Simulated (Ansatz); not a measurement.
# SnSe2: how the settings move a single-point run

Question: which choices in the input matter for SnSe2? The cell is built on a prototype (3R-MoS2 type) and needn't be the phase found in nature.

Method: reference: DFT, PBE, plane waves, PAW, in Ansatz 0.2.0.

3 further runs of the same task are left out: 1 for a known fault of the program, 2 that didn't finish.

### Step 1. The starting structure

It takes space group R3m (No. 160, trigonal). The conventional cell has a = 3.790 Å, b = 3.790 Å, c = 18.081 Å, α = 90.00°, β = 90.00°, γ = 120.00°. Sn (site symmetry 3m) has 6 Se at 2.77 to 2.78 Å as nearest neighbours. Around Se (site symmetry 3m) lie 3 Sn at 2.78 Å. Around Se (site symmetry 3m) lie 3 Sn at 2.77 Å.

Coordinates:

```
Sn Se
1.0
     1.89501    1.09409    6.02691
    -1.89501    1.09409    6.02691
     0.00000   -2.18817    6.02691
Sn Se
1 2
Direct
  0.99977 0.99977 0.99977
  0.42787 0.42787 0.42787
  0.23902 0.23902 0.23902
```

### Step 2. Reference

File input.yaml:

```yaml
crystal:
  lattice:
    - [1.8950116506, 1.0940854866, 6.0269119705]
    - [-1.8950116506, 1.0940854866, 6.0269119705]
    - [0.0, -2.1881709732, 6.0269119705]
  atoms:
    - { symbol: Sn, position: [-0.0002292479, -0.0002292479, -0.0002292479] }
    - { symbol: Se, position: [0.427874702, 0.427874702, 0.427874702] }
    - { symbol: Se, position: [0.2390212128, 0.2390212128, 0.2390212128] }
kpoints:
  mp_grid: { grid: [6, 6, 6] }
hamiltonian:
  xc: pbe
scf:
  occupations: { method: fermi_dirac, width: 0.02 }
  n_extra_bands: 4
output:
  forces: true
  stress: true
  eigenvalues: true
  write_density: true
  write_potential: true
  elf: true
  volumetric_format: npy
```

Launch:

```
ansatz run input.yaml --threads 4 --pin off --max-ram 3686MiB --backend cpu --events-out ev --progress --plain --runs-dir out
```

### Step 3. Changing settings: n_extra_bands 24

Changes to input.yaml since step 2:

```diff
@@ -15,3 +15,3 @@
   occupations: { method: fermi_dirac, width: 0.02 }
-  n_extra_bands: 4
+  n_extra_bands: 24
 output:
@@ -20,5 +20 @@
   eigenvalues: true
-  write_density: true
-  write_potential: true
-  elf: true
-  volumetric_format: npy
```

### Step 4. Changing settings: occupations.method methfessel_paxton, occupations.width 0.05

Changes to input.yaml since step 2:

```diff
@@ -14,3 +14,3 @@
 scf:
-  occupations: { method: fermi_dirac, width: 0.02 }
+  occupations: { method: methfessel_paxton, width: 0.05 }
   n_extra_bands: 4
@@ -20,5 +20 @@
   eigenvalues: true
-  write_density: true
-  write_potential: true
-  elf: true
-  volumetric_format: npy
```

### Step 5. Variant: xc lda

Changes to input.yaml since step 2:

```diff
@@ -12,3 +12,3 @@
 hamiltonian:
-  xc: pbe
+  xc: lda
 scf:
@@ -20,5 +20 @@
   eigenvalues: true
-  write_density: true
-  write_potential: true
-  elf: true
-  volumetric_format: npy
```

What does the calculation give? Wanted: for each run, ending; energy change; pressure; gap; force.

**Answer**, as computed:

| run | ending | energy change | pressure (GPa) | gap (eV) | force (eV/Å) | cycles | time |
| --- | --- | --- | --- | --- | --- | --- | --- |
| reference | converged | 0 | 2.7 | 0.00 | 0.31 | 6 | 4.5 s |
| 1: n_extra_bands 24 | converged | 0.0 meV/atom | 2.7 | 0.00 | 0.31 | 6 | 4.2 s |
| 2: occupations.method methfessel_paxton, occupations.width 0.05 | converged | 0.0 meV/atom (σ→0) | 2.7 | 0.00 | 0.31 | 6 | 2.8 s |
| 3: xc lda | converged | not comparable | -2.0 | 0.00 | 0.16 | 6 | 2.8 s |

Times don't compare one to one where runs were asked for different outputs or read a saved state (see the inputs); cycles may leave out searches for a lower state.

Residual by cycle in the longest SCF loop of each run; runs are numbered as in the table. The quantity is the density residual dr2, in eV.

| cycle | reference | run 1 | run 2 | run 3 |
| --- | --- | --- | --- | --- |
| 1 | 0.0125 | 0.0135 | 0.0124 | 0.0138 |
| 2 | 0.00185 | 0.00253 | 0.00109 | 0.00676 |
| 3 | 1.5e-4 | 1.4e-4 | 1.8e-4 | 6.3e-4 |
| 4 | 3.3e-6 | 3.1e-6 | 7.6e-6 | 2.4e-5 |
| 5 | 2.1e-7 | 2.2e-7 | 5.0e-7 | 3.2e-7 |
| 6 | 1.6e-8 | 2.0e-8 | 4.1e-8 | 1.2e-8 |

**Reading.** Of the converged runs whose energies compare with the reference's, none moves it noticeably. The pressure spans -2.0 to 2.7 GPa over the reference and the converged variants. Semilocal functionals close small gaps, so the missing gap need not be the real solid's.
